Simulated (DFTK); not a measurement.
Runs of DFTK 0.8.2 on Ga. The structure is monoclinic, space group P2_1/m (No. 11). The conventional cell has a = 2.778 Å, b = 3.282 Å, c = 4.210 Å, α = 90.00°, β = 108.61°, γ = 90.00°. Ga (site symmetry m) is surrounded by 8 Ga at 2.71 to 2.84 Å. This isn't the form of Ga at room conditions, which is orthorhombic.

```tsv
level	potentials or basis	k mesh	cutoff (eV)	smearing	mesh quality	gap on the mesh (eV)	pressure (GPa)	largest force (eV/Å)
AM05	SG15 1.2 (PBE)	7 × 5 × 5	1225	fermi-dirac 0.05 eV	coarse	none	-1.9	0.10
PBE	dojo.nc.sr.pbe.v0_4_1.standard.upf (PBE)	9 × 8 × 7	1088	methfessel-paxton order 2 0.1 eV	not flagged	none	(c)	0.10
LDA	SG15 1.2 (PBE)	7 × 5 × 5	1225	fermi-dirac 0.05 eV	coarse	none	-3.9	0.11
WC	SG15 1.2 (PBE)	7 × 5 × 5	1225	fermi-dirac 0.05 eV	coarse	none	(a)	0.11
SCAN	SG15 1.2 (PBE)	7 × 5 × 5	1225	fermi-dirac 0.05 eV	coarse	none	-3.3	0.09
PBE	dojo.nc.sr.pbe.v0_4_1.standard.upf (PBE)	9 × 8 × 7	1088	cold 0.1 eV	not flagged	none	3.0	0.09
TASK	SG15 1.2 (PBE)	7 × 5 × 5	1225	fermi-dirac 0.05 eV	coarse	none	0.0	(b)
TPSS	SG15 1.2 (PBE)	7 × 5 × 5	1225	fermi-dirac 0.05 eV	coarse	none	-0.3	0.12
PBEsol	SG15 1.2 (PBE)	7 × 5 × 5	1225	fermi-dirac 0.05 eV	coarse	none	-1.3	0.11
RPBE	SG15 1.2 (PBE)	7 × 5 × 5	1225	fermi-dirac 0.05 eV	coarse	none	4.7	0.12
PBE	SG15 1.2 (PBE)	7 × 5 × 5	1225	fermi-dirac 0.05 eV	coarse	none	2.5	0.12
r2SCAN	SG15 1.2 (PBE)	7 × 5 × 5	1225	fermi-dirac 0.05 eV	coarse	none	-1.9	0.25
```

Alike in all rows: task single point; no spin polarisation; cell as given.

Question: Estimate the missing entries.

Answer: (a) -0.7; (b) 0.13; (c) 2.9.

Caveats: some runs use coarse meshes; the potentials were made for another functional, which shifts forces and pressure (some runs); the program warned that the kinetic-energy density falls under its von Weizsäcker bound, which can give unphysical results (some runs).

A k mesh can miss the band edges, and the runs leave out spin-orbit coupling on Ga.

A gap of «none» marks a metal or a gap under the smearing width.
